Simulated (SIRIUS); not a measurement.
TiC under changes of volume

One of the cells (10.361 Å³/atom); the others are scaled copies at fixed shape and fractional positions:

```
CELL_PARAMETERS angstrom
0.00000 2.18006 2.18006
2.18006 0.00000 2.18006
2.18006 2.18006 0.00000
ATOMIC_POSITIONS crystal
Ti 0.00000 0.00000 0.00000
C 0.50000 0.50000 0.50000
```

The cell is a database's computed one.

| Quantity | Value |
| --- | --- |
| Program | SIRIUS 7.10.0 |
| Functional | PBEsol |
| Potentials or basis | PseudoDojo 0.4.1 PBEsol standard (scalar relativistic) |
| Cutoff | 1152 eV |
| Density cutoff | 4606 eV |
| k mesh | 11 × 11 × 11 |
| Occupations | fermi-dirac, width 0.05 eV |
| Spin | no spin polarisation |

```tsv
volume (Å³/atom)	energy over the lowest point (meV/atom)	pressure (GPa)
9.548	11.02	10.4
9.752	1.74	4.2
9.955	0.00	-1.5
10.361	?	?
10.564	32.97	-15.3
10.767	54.69	-19.0
```

Question: What does the run at 10.361 Å³/atom give?

Answer: Energy over the lowest point 16.25 meV/atom; pressure -11.1 GPa.

Worked out: A Birch-Murnaghan fit of order 3 (a polynomial in V^(-2/3)) to the other rows has its minimum at 9.90 Å³/atom with B0 = V·E''(V) = 268 GPa and B' = 4.0. It gives 16.25 meV/atom at 10.361 Å³/atom, against the run's 16.25, and -dE/dV = -11.1 GPa, against -11.1.

Energies are extrapolated to zero smearing.
